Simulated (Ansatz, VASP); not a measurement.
**One calculation of Na, two programs**

The input INCAR:

```
PREC = Accurate
ENCUT = 520
EDIFF = 1E-6
ISMEAR = 0
SIGMA = 0.15
LREAL = False
LASPH = True
NELM = 100
ALGO = Normal
ISIF = 2
LWAVE = False
LCHARG = False
GGA = PE
NBANDS = 10
```

KPOINTS

```
regular mesh
0
Gamma
  16 16 16
```

POSCAR

```
Na
1.0
   -2.1175000000      2.1175000000      2.1175000000
    2.1175000000     -2.1175000000      2.1175000000
    2.1175000000      2.1175000000     -2.1175000000
Na
1
Direct
    0.0000000000      0.0000000000      0.0000000000
```

Input for Ansatz:

```yaml
crystal:
  lattice:
    - [-2.1175, 2.1175, 2.1175]
    - [2.1175, -2.1175, 2.1175]
    - [2.1175, 2.1175, -2.1175]
  atoms:
    - { symbol: Na, position: [0.0, 0.0, 0.0] }
basis:
  ecutwfc: 420
kpoints:
  mp_grid: { grid: [16, 16, 16] }
hamiltonian:
  xc: pbe
scf:
  occupations: { method: gaussian, width: 0.15 }
output:
  forces: true
  stress: true
  eigenvalues: true
```

Alike in both runs: task single point; functional PBE; k mesh 16 × 16 × 16; occupations gaussian, width 0.15 eV; no spin polarisation.

```csv
,VASP,Ansatz
version,VASP 6.6.1,Ansatz 0.2.0
potentials or method,"VASP PAW PBE potentials, release 64 (Na_pv)","scalar-relativistic, plane waves, PAW"
plane-wave cutoff (eV),520,420
valence electrons in the cell,7,9
```

```tsv
	VASP	Ansatz	Ansatz less VASP
gap on the k mesh at the Fermi level (eV)	none	none	-
pressure (GPa)	-0.2	-0.2	+0.02
```

A gap of «none» marks a metal or a gap that the smearing closes. With one functional, cell and mesh, what is left measures potentials, basis and numerics. The two sets of potentials don't hold the same shells in valence.
